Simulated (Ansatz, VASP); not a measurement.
**TiNCl: VASP beside Ansatz**

One calculation is typed for both programs; each brings its own data sets. How far apart do they land? Of the first pair: The structure shown is frame 83 of Ansatz's trajectory.

Program: Ansatz 0.2.0. Level of theory: plane waves, with VASP 6.6.1 beside it; single point at PBEsol. Results are calculated unless marked as measured.

**1. Set-up**

The cell holds 72 atoms: 24 Ti, 24 N and 24 Cl. Its edges and angles: a = 13.553 Å, b = 12.283 Å, c = 7.803 Å, α = 90.0°, β = 90.0°, γ = 90.0°. It derives from TiNCl (Pmmn (measured, COD)), repeated 4×3×1. As first built, before any earlier steps moved the atoms (in the runner's words): Pmmn (measured, COD) TiNCl (cell 3.258, 3.937, 7.803, 90, 90, 90), 4 x 3 x 1 conventional cells, biaxial (x, y) strain +4 %; every coordinate displaced by a Gaussian of 0.03 A.

Structure file:

```cif
data_structure
_symmetry_space_group_name_H-M 'P 1'
_symmetry_Int_Tables_number 1
_cell_length_a 13.5533
_cell_length_b 12.2834
_cell_length_c 7.8030
_cell_angle_alpha 90.000
_cell_angle_beta 90.000
_cell_angle_gamma 90.000
_cell_volume 1299.05
loop_
_atom_site_label
_atom_site_type_symbol
_atom_site_fract_x
_atom_site_fract_y
_atom_site_fract_z
_atom_site_occupancy
Ti1 Ti 0.00017 0.16651 0.08948 1
Ti2 Ti 0.13088 0.00285 0.91534 1
Ti3 Ti 0.00942 0.49545 0.08160 1
Ti4 Ti 0.12528 0.33130 0.89815 1
Ti5 Ti 0.99724 0.83758 0.10215 1
Ti6 Ti 0.12091 0.66913 0.90915 1
Ti7 Ti 0.24725 0.16828 0.08074 1
Ti8 Ti 0.37901 0.00012 0.91954 1
Ti9 Ti 0.24803 0.49958 0.07989 1
Ti10 Ti 0.36908 0.33240 0.89400 1
Ti11 Ti 0.24950 0.82507 0.08833 1
Ti12 Ti 0.37572 0.66730 0.92070 1
Ti13 Ti 0.49568 0.17747 0.08802 1
Ti14 Ti 0.62154 0.00109 0.92252 1
Ti15 Ti 0.50003 0.49058 0.08651 1
Ti16 Ti 0.62698 0.33785 0.89759 1
Ti17 Ti 0.49986 0.82299 0.10126 1
Ti18 Ti 0.62783 0.66547 0.92639 1
Ti19 Ti 0.75774 0.17600 0.08542 1
Ti20 Ti 0.86597 0.99424 0.91944 1
Ti21 Ti 0.75123 0.49187 0.07673 1
Ti22 Ti 0.87491 0.33819 0.89860 1
Ti23 Ti 0.74720 0.82671 0.10365 1
Ti24 Ti 0.87713 0.66399 0.91638 1
N25 N 0.12639 0.16414 0.92813 1
N26 N 0.00150 0.99661 0.07679 1
N27 N 0.12439 0.49800 0.93146 1
N28 N 0.99761 0.32817 0.04630 1
N29 N 0.12897 0.82935 0.95190 1
N30 N 0.99444 0.64918 0.04491 1
N31 N 0.37412 0.17099 0.92667 1
N32 N 0.24864 0.99634 0.06624 1
N33 N 0.37155 0.50008 0.93378 1
N34 N 0.25026 0.32601 0.02752 1
N35 N 0.37566 0.82479 0.95443 1
N36 N 0.25508 0.66480 0.06014 1
N37 N 0.61677 0.17568 0.94374 1
N38 N 0.49209 0.00083 0.05206 1
N39 N 0.62083 0.50550 0.95568 1
N40 N 0.50226 0.33049 0.04151 1
N41 N 0.62741 0.83273 0.95853 1
N42 N 0.49432 0.65960 0.06691 1
N43 N 0.87619 0.17034 0.94334 1
N44 N 0.75032 0.00690 0.06728 1
N45 N 0.87485 0.49786 0.94667 1
N46 N 0.75275 0.33161 0.04163 1
N47 N 0.87494 0.83727 0.97322 1
N48 N 0.74818 0.67317 0.07629 1
Cl49 Cl 0.12916 0.18691 0.29662 1
Cl50 Cl 0.00069 0.98955 0.70023 1
Cl51 Cl 0.12091 0.51241 0.29341 1
Cl52 Cl 0.00162 0.34712 0.67686 1
Cl53 Cl 0.13026 0.83068 0.32104 1
Cl54 Cl 0.00331 0.66658 0.69261 1
Cl55 Cl 0.37294 0.17864 0.30868 1
Cl56 Cl 0.24809 0.99886 0.70070 1
Cl57 Cl 0.36099 0.49781 0.30192 1
Cl58 Cl 0.25564 0.33119 0.67389 1
Cl59 Cl 0.37289 0.82354 0.31810 1
Cl60 Cl 0.25375 0.67438 0.69609 1
Cl61 Cl 0.61657 0.16896 0.30118 1
Cl62 Cl 0.50061 0.99528 0.69735 1
Cl63 Cl 0.60579 0.49757 0.31150 1
Cl64 Cl 0.50625 0.34737 0.67630 1
Cl65 Cl 0.63543 0.83473 0.33046 1
Cl66 Cl 0.50272 0.64970 0.69718 1
Cl67 Cl 0.87632 0.19005 0.29950 1
Cl68 Cl 0.74657 0.99251 0.70010 1
Cl69 Cl 0.87160 0.49075 0.31266 1
Cl70 Cl 0.75464 0.35764 0.66774 1
Cl71 Cl 0.88844 0.79868 0.31455 1
Cl72 Cl 0.75553 0.66126 0.68644 1
```

**2. Ansatz: dynamics, PBEsol**

Ansatz runs on its default PAW (the set named soft_2) files.

One frame of this run of dynamics is then solved in both programs, so the motion causes no difference.

Contents of input.yaml:

```yaml
crystal:
  lattice:
    - [13.55328, 0.0, 0.0]
    - [0.0, 12.28344, 0.0]
    - [0.0, 0.0, 7.803]
  atoms:
    - { symbol: Ti, position: [0.99727, 0.16959, 0.10241] }
    - { symbol: Ti, position: [0.12908, 0.99968, 0.89691] }
    - { symbol: "N", position: [0.1251, 0.16151, 0.94979] }
    - { symbol: "N", position: [0.00226, 0.99961, 0.05054] }
    - { symbol: Cl, position: [0.12477, 0.16777, 0.32646] }
    - { symbol: Cl, position: [0.99619, 0.99887, 0.66119] }
    - { symbol: Ti, position: [0.99927, 0.49983, 0.10146] }
    - { symbol: Ti, position: [0.12407, 0.33389, 0.89169] }
    - { symbol: "N", position: [0.12511, 0.49578, 0.94928] }
    - { symbol: "N", position: [0.00147, 0.32867, 0.04846] }
    - { symbol: Cl, position: [0.12764, 0.5016, 0.33258] }
    - { symbol: Cl, position: [0.00125, 0.33514, 0.66863] }
    - { symbol: Ti, position: [0.00053, 0.83163, 0.10216] }
    - { symbol: Ti, position: [0.12551, 0.66499, 0.90301] }
    - { symbol: "N", position: [0.12508, 0.82902, 0.95426] }
    - { symbol: "N", position: [0.00098, 0.66376, 0.05247] }
    - { symbol: Cl, position: [0.12561, 0.835, 0.32641] }
    - { symbol: Cl, position: [0.99938, 0.66338, 0.67235] }
    - { symbol: Ti, position: [0.25166, 0.16878, 0.10025] }
    - { symbol: Ti, position: [0.37001, 0.99613, 0.89823] }
    - { symbol: "N", position: [0.37337, 0.16373, 0.95635] }
    - { symbol: "N", position: [0.24809, 0.00095, 0.0519] }
    - { symbol: Cl, position: [0.37881, 0.16613, 0.32536] }
    - { symbol: Cl, position: [0.24997, 0.99887, 0.67488] }
    - { symbol: Ti, position: [0.25015, 0.50034, 0.10149] }
    - { symbol: Ti, position: [0.37916, 0.33125, 0.89564] }
    - { symbol: "N", position: [0.3753, 0.4955, 0.94068] }
    - { symbol: "N", position: [0.24494, 0.3363, 0.04395] }
    - { symbol: Cl, position: [0.37721, 0.49737, 0.32724] }
    - { symbol: Cl, position: [0.24773, 0.33387, 0.66686] }
    - { symbol: Ti, position: [0.2484, 0.83718, 0.10041] }
    - { symbol: Ti, position: [0.3731, 0.66404, 0.8955] }
    - { symbol: "N", position: [0.37441, 0.83725, 0.95018] }
    - { symbol: "N", position: [0.25158, 0.66829, 0.05017] }
    - { symbol: Cl, position: [0.37589, 0.83638, 0.33787] }
    - { symbol: Cl, position: [0.24687, 0.66821, 0.66531] }
    - { symbol: Ti, position: [0.49572, 0.16447, 0.09823] }
    - { symbol: Ti, position: [0.62515, 0.99877, 0.90371] }
    - { symbol: "N", position: [0.62503, 0.16947, 0.95169] }
    - { symbol: "N", position: [0.49979, 0.99358, 0.0533] }
    - { symbol: Cl, position: [0.62995, 0.17239, 0.32974] }
    - { symbol: Cl, position: [0.49954, 0.99875, 0.67929] }
    - { symbol: Ti, position: [0.49995, 0.50372, 0.09501] }
    - { symbol: Ti, position: [0.62784, 0.33238, 0.90323] }
    - { symbol: "N", position: [0.62503, 0.4981, 0.95114] }
    - { symbol: "N", position: [0.50471, 0.3347, 0.05087] }
    - { symbol: Cl, position: [0.62619, 0.49767, 0.33099] }
    - { symbol: Cl, position: [0.4985, 0.33479, 0.66804] }
    - { symbol: Ti, position: [0.50067, 0.83496, 0.09897] }
    - { symbol: Ti, position: [0.62588, 0.66776, 0.89586] }
    - { symbol: "N", position: [0.6235, 0.83241, 0.94873] }
    - { symbol: "N", position: [0.50137, 0.66264, 0.04676] }
    - { symbol: Cl, position: [0.63088, 0.83635, 0.32951] }
    - { symbol: Cl, position: [0.49909, 0.6649, 0.66539] }
    - { symbol: Ti, position: [0.74947, 0.16992, 0.0995] }
    - { symbol: Ti, position: [0.87702, 6.0e-05, 0.89985] }
    - { symbol: "N", position: [0.87485, 0.16307, 0.95812] }
    - { symbol: "N", position: [0.74731, 0.00214, 0.04634] }
    - { symbol: Cl, position: [0.874, 0.1671, 0.32922] }
    - { symbol: Cl, position: [0.74816, 0.99622, 0.67201] }
    - { symbol: Ti, position: [0.74676, 0.50121, 0.09563] }
    - { symbol: Ti, position: [0.87662, 0.33233, 0.9095] }
    - { symbol: "N", position: [0.87206, 0.50234, 0.95068] }
    - { symbol: "N", position: [0.7467, 0.33316, 0.04964] }
    - { symbol: Cl, position: [0.87398, 0.49982, 0.33197] }
    - { symbol: Cl, position: [0.7483, 0.33101, 0.66563] }
    - { symbol: Ti, position: [0.75147, 0.83509, 0.10162] }
    - { symbol: Ti, position: [0.87547, 0.6641, 0.90511] }
    - { symbol: "N", position: [0.87558, 0.83104, 0.94663] }
    - { symbol: "N", position: [0.74799, 0.66896, 0.04727] }
    - { symbol: Cl, position: [0.87376, 0.82784, 0.33168] }
    - { symbol: Cl, position: [0.75009, 0.66499, 0.67115] }
kpoints:
  mp_grid: { grid: [1, 1, 1] }
hamiltonian:
  xc: pbesol
scf:
  occupations: { method: fixed }
output:
  forces: true
md:
  timestep: 1.0
  n_steps: 250
  ensemble: nvt_nose_hoover
  temperature: 400
  initial_velocities: maxwell_boltzmann
  seed: 9710
```

Run with:

```bash
> ansatz run input.yaml --threads 4 --pin off --max-ram 8192MiB --backend cpu --events-out ev --progress --plain --runs-dir out
```

Numbers of over 12 decimals in the logs are rounded to 6 here.

The program printed:

```text
Warning: md: disabling space-group detection — thermal motion breaks the input geometry's symmetry, so no spatial operation reduces the k-mesh or symmetrises the density; time reversal is kept, so that k and −k are solved as one point where they differ and the mesh holds both, and exact exchange and, on two spinor components, a DFT+U term hold to it where the run has them: on two components no moment then forms, and  [...]
Engine: ansatz 0.2.0, aarch64-unknown-linux-gnu
Pseudopotentials: kind: paw
Pseudopotential: Ti, paw, valence charge 12, recommended cutoff 420 eV (normal), Ti.paw.azcp
Pseudopotential: N, paw, valence charge 5, recommended cutoff 420 eV (normal), N.paw.azcp
Pseudopotential: Cl, paw, valence charge 7, recommended cutoff 420 eV (normal), Cl.paw.azcp
Functional definition: PBEsol
  exchange = pbesol_x
  correlation = pbesol_c
Crystal: 72 atoms, lattice volume = 1299.050 Å³
Basis set: ecut = 420 eV, 25399 PW (Γ), exchange–correlation on 192×180×108 points (8 copies of the dense FFT grid, shifted against one another)
Bands: 360, of which v1, the nominal top of the filled ones, is band 288 counted from 1 (287 counted from 0)
Symmetry: 1 space group operations
k-points: 1
Non-local potential: Ti, projectors of the file, l = 0: 3, l = 1: 2, l = 2: 3, l = 3: 1
Non-local potential: N, projectors of the file, l = 0: 2, l = 1: 2, l = 2: 1
Non-local potential: Cl, projectors of the file, l = 0: 2, l = 1: 2, l = 2: 2
PAW form: soft (Blöchl's): semilocal exchange-correlation on the pseudo side does not see the compensation charge
PAW frozen core: Ti, regenerated for the run's functional, and the local potential with it (the file was generated under x = pbe(κ = 0.804, μ = 0.219515), c = pbe(β = 0.066725))
PAW frozen core: N, regenerated for the run's functional, and the local potential with it (the file was generated under x = pbe(κ = 0.804, μ = 0.219515), c = pbe(β = 0.066725))
PAW frozen core: Cl, regenerated for the run's functional, and the local potential with it (the file was generated under x = pbe(κ = 0.804, μ = 0.219515), c = pbe(β = 0.066725))
PAW one-centre angular grid: Ti, 590 points (default); XC on 64 Gauss nodes
PAW one-centre angular grid: N, 110 points (default); XC on 64 Gauss nodes
PAW one-centre angular grid: Cl, 110 points (default); XC on 64 Gauss nodes
Initial density: superposition of atomic densities (neutral atoms: chi_scale 0, normalization atom), corrected by the library's trained network
Initial wavefunctions: pseudopotential atomic-orbital guess
Functional: x = pbesol(κ = 0.804, μ = 0.123457), c = pbesol(β = 0.046)
SCF iter   1: F=—  HF=-94028.180998 eV  |F-HF|=—  |Δ(HF+E_count)|=         —  Δρ=8.25e-3  dr2=9.75e-1  ethr=1.77e-3  ⟨swp⟩=3.0  Hψ=1095  notcnv=0  defer=69
preconditioner: auto → Resta (q_TF=auto, 2.382 Å⁻¹)  ε∞=8.1  [insulator: Δε(μ)=0.461 eV  Ē_g=7.592 eV  n_scr=286 (ndim 8)  ℏωp=20.2 eV  f_vac=0.126  ε∞_Penn≈8.1]
SCF iter   2: F=—  HF=-94028.030484 eV  |F-HF|=—  |Δ(HF+E_count)|=   1.51e-1  Δρ=4.92e-3  dr2=3.46e-1  ethr=1.69e-4  ⟨swp⟩=2.0  Hψ=557  notcnv=0  defer=67
SCF iter   3: F=—  HF=-94027.981367 eV  |F-HF|=—  |Δ(HF+E_count)|=   4.91e-2  Δρ=2.10e-3  dr2=6.67e-2  ethr=6.01e-5  ⟨swp⟩=3.0  Hψ=444  notcnv=0  defer=70
SCF iter   4: F=—  HF=-94027.972788 eV  |F-HF|=—  |Δ(HF+E_count)|=   8.58e-3  Δρ=7.35e-4  dr2=8.46e-3  ethr=1.16e-5  ⟨swp⟩=2.0  Hψ=439  notcnv=0  defer=70
SCF iter   5: F=—  HF=-94027.972831 eV  |F-HF|=—  |Δ(HF+E_count)|=   4.37e-5  Δρ=4.01e-4  dr2=3.45e-3  ethr=1.47e-6  ⟨swp⟩=4.0  Hψ=559  notcnv=0  defer=70
SCF iter   6: F=—  HF=-94027.972576 eV  |F-HF|=—  |Δ(HF+E_count)|=   2.55e-4  Δρ=9.25e-5  dr2=2.26e-4  ethr=6.00e-7  ⟨swp⟩=3.0  Hψ=440  notcnv=0  defer=70
SCF iter   7: F=—  HF=-94027.972688 eV  |F-HF|=—  |Δ(HF+E_count)|=   1.12e-4  Δρ=5.80e-5  dr2=6.67e-5  ethr=3.92e-8  ⟨swp⟩=2.0  Hψ=444  notcnv=0  defer=67
SCF iter   8: F=—  HF=-94027.974382 eV  |F-HF|=—  |Δ(HF+E_count)|=   1.69e-3  Δρ=4.21e-5  dr2=3.34e-5  ethr=1.16e-8  ⟨swp⟩=2.0  Hψ=528  notcnv=0  defer=68
SCF iter   9: F=—  HF=-94027.974382 eV  |F-HF|=—  |Δ(HF+E_count)|=   2.31e-7  Δρ=1.59e-5  dr2=4.92e-6  ethr=5.81e-9  ⟨swp⟩=2.0  Hψ=443  notcnv=0  defer=68
SCF iter  10: F=—  HF=-94027.974383 eV  |F-HF|=—  |Δ(HF+E_count)|=   9.54e-7  Δρ=7.81e-6  dr2=1.10e-6  ethr=8.54e-10  ⟨swp⟩=2.0  Hψ=446  notcnv=0  defer=68
SCF iter  11: F=—  HF=-94027.974384 eV  |F-HF|=—  |Δ(HF+E_count)|=   8.01e-7  Δρ=6.39e-6  dr2=7.27e-7  ethr=1.91e-10  ⟨swp⟩=2.0  Hψ=461  notcnv=0  defer=68
[...]
md step   235: t =   235.00 fs  T =   377.8 K  F+E_penalty+E_count = -94026.64408038 eV  E_kin = 3.467381 eV  conserved = -94024.30210391 eV  (3 SCF iters)
md step   236: t =   236.00 fs  T =   377.3 K  F+E_penalty+E_count = -94026.63834473 eV  E_kin = 3.462994 eV  conserved = -94024.30210268 eV  (4 SCF iters)
md step   237: t =   237.00 fs  T =   377.3 K  F+E_penalty+E_count = -94026.63627656 eV  E_kin = 3.462274 eV  conserved = -94024.30213282 eV  (3 SCF iters)
md step   238: t =   238.00 fs  T =   377.5 K  F+E_penalty+E_count = -94026.63760132 eV  E_kin = 3.464947 eV  conserved = -94024.30219489 eV  (4 SCF iters)
md step   239: t =   239.00 fs  T =   378.1 K  F+E_penalty+E_count = -94026.64155599 eV  E_kin = 3.470259 eV  conserved = -94024.30228153 eV  (3 SCF iters)
md step   240: t =   240.00 fs  T =   378.9 K  F+E_penalty+E_count = -94026.64700396 eV  E_kin = 3.477088 eV  conserved = -94024.30237784 eV  (10 SCF iters)
md step   241: t =   241.00 fs  T =   379.6 K  F+E_penalty+E_count = -94026.65263545 eV  E_kin = 3.484142 eV  conserved = -94024.30246440 eV  (5 SCF iters)
md step   242: t =   242.00 fs  T =   380.3 K  F+E_penalty+E_count = -94026.65722962 eV  E_kin = 3.490216 eV  conserved = -94024.30252643 eV  (4 SCF iters)
md step   243: t =   243.00 fs  T =   380.8 K  F+E_penalty+E_count = -94026.65993704 eV  E_kin = 3.494474 eV  conserved = -94024.30254677 eV  (4 SCF iters)
md step   244: t =   244.00 fs  T =   381.0 K  F+E_penalty+E_count = -94026.66052495 eV  E_kin = 3.496695 eV  conserved = -94024.30251300 eV  (4 SCF iters)
md step   245: t =   245.00 fs  T =   381.1 K  F+E_penalty+E_count = -94026.65953020 eV  E_kin = 3.497413 eV  conserved = -94024.30242698 eV  (4 SCF iters)
md step   246: t =   246.00 fs  T =   381.1 K  F+E_penalty+E_count = -94026.65827332 eV  E_kin = 3.497941 eV  conserved = -94024.30229586 eV  (4 SCF iters)
md step   247: t =   247.00 fs  T =   381.4 K  F+E_penalty+E_count = -94026.65871258 eV  E_kin = 3.500219 eV  conserved = -94024.30213824 eV  (3 SCF iters)
md step   248: t =   248.00 fs  T =   382.1 K  F+E_penalty+E_count = -94026.66315669 eV  E_kin = 3.506530 eV  conserved = -94024.30197988 eV  (5 SCF iters)
md step   249: t =   249.00 fs  T =   383.5 K  F+E_penalty+E_count = -94026.67388335 eV  E_kin = 3.519128 eV  conserved = -94024.30184821 eV  (3 SCF iters)
[...]
md step   250: t =   250.00 fs  T =   385.7 K  F+E_penalty+E_count = -94026.69273839 eV  E_kin = 3.539836 eV  conserved = -94024.30176576 eV  (10 SCF iters)
SCF converged after 10 iterations
Free energy (F): -94026.692738 eV
Harris-Foulkes:  -94026.692738 eV  (|F-HF|=6.40e-9)
Internal energy: -94026.692738 eV  (E = F + TS)
E sigma→0 (E₀):  -94026.692738 eV
Fermi energy:    4.733486 eV
--- Per-component energies (eV) ---
  E_band       = -6580.206952
  E_kinetic    = 13496.386259
  E_local      = -64404.077851  (includes V_loc(G=0)·N_el)
  E_nonlocal   = 1936.062152
  E_hartree    = 27234.939501
  E_xc         = -6300.473187
  E_vxc        = -7662.962286  (∫ρ·V_xc dr)
  E_paw        = -42834.468999  (= ΣΔE_a)
  E_vpaw       = -4415.494310  (= ΣTr[D̂ρ^β])
  E_aug_tail   = 0.007121  (compensation charges beyond the density's cutoff)
  E_ewald      = -23160.969701
  E_core_change = 5.901966  (= ΣΔE_core)
  E_smearing   = -0.000000  (= −TS)
  E_closure    = -0.000000  (closes the sum)
  Σ components = -94026.692738   (vs F -94026.692738, Δ=0.00e0)
--- Forces (eV/Å), atoms counted from 1 ---
  atom   1  Ti    -0.15287417     0.79083244     0.10797268
  atom   2  Ti     0.93441293    -0.47426038    -0.59642991
  atom   3  N      0.81849720    -0.62400419     0.13526150
  atom   4  N      2.12891173    -0.51582980     2.44451703
  atom   5  Cl     0.11448818     0.10501032     0.74886502
  atom   6  Cl     0.00512741     0.04769931    -0.68029341
  atom   7  Ti    -0.26614900    -0.08541868     0.11749946
  atom   8  Ti    -0.18747881    -0.50664166     0.30526005
  atom   9  N     -0.77620782     0.14911589     0.19609727
  atom  10  N     -0.69021197     0.60311572     0.10098178
  atom  11  Cl    -0.95231570     0.23087849     0.77503133
  atom  12  Cl     0.18782920     0.12446628    -0.61218331
  atom  13  Ti    -0.48238045    -0.36150306    -0.64453706
  atom  14  Ti     0.87653572     0.78918775    -1.45784377
  atom  15  N      0.85812175     0.24871696     1.00435336
  atom  16  N      0.11714306    -0.18591879     1.50178411
  atom  17  Cl     0.49395638     0.02867180     0.35473269
  atom  18  Cl    -0.11313560    -0.21857373    -0.43423133
  atom  19  Ti    -0.09346664    -0.36538236    -0.45584645
  atom  20  Ti    -0.85277068    -0.10236032     0.16975101
  atom  21  N     -0.22967664    -0.00043092    -0.06562745
  atom  22  N     -0.34788715    -0.19603987    -1.02241331
  atom  23  Cl    -0.12469860     0.09989142     0.53013733
  atom  24  Cl    -0.20553753     0.15375685    -0.42307780
[...]
atom  65  Cl    -0.04074250    -0.02218782     1.69408687
  atom  66  Cl     0.46167770    -0.05649491    -1.51104501
  atom  67  Ti    -1.39452349    -0.60036166    -0.40681322
  atom  68  Ti    -1.28591284    -0.24431860    -0.36564997
  atom  69  N      0.09075223     0.75874194    -0.07925990
  atom  70  N     -0.07400177     0.46318017     0.08450617
  atom  71  Cl     0.08353759    -0.17173437     0.23362248
  atom  72  Cl    -0.16462914    -0.03925152    -0.16868494
  max |Σ_I F_I| component: 5.91e-5 eV/Å
--- MD trajectory: 250 steps, t = 0.0 → 250.0 fs ---
  final state: T = 385.7 K   F+E_penalty+E_count = -94026.69273839 eV   E_kin = 3.539836 eV
  conserved energy: peak-to-peak 3.165e-3 eV (4.396e-5 eV/atom) over 250.0 fs
```

[end of part 1 of 4]

[Lines on the potential files, build, host, timing and source positions are cut from VASP's logs without a mark.]

[Logs are printed without paths, hosts, clocks, repeated set-up lines and the standing remarks that a program may print on its own settings, such as how far it seeks lower states.]

[Hosts, paths, dates, database ids (printed as entryN), source tags and the programs' standing remarks are cut or masked in the printed files.]
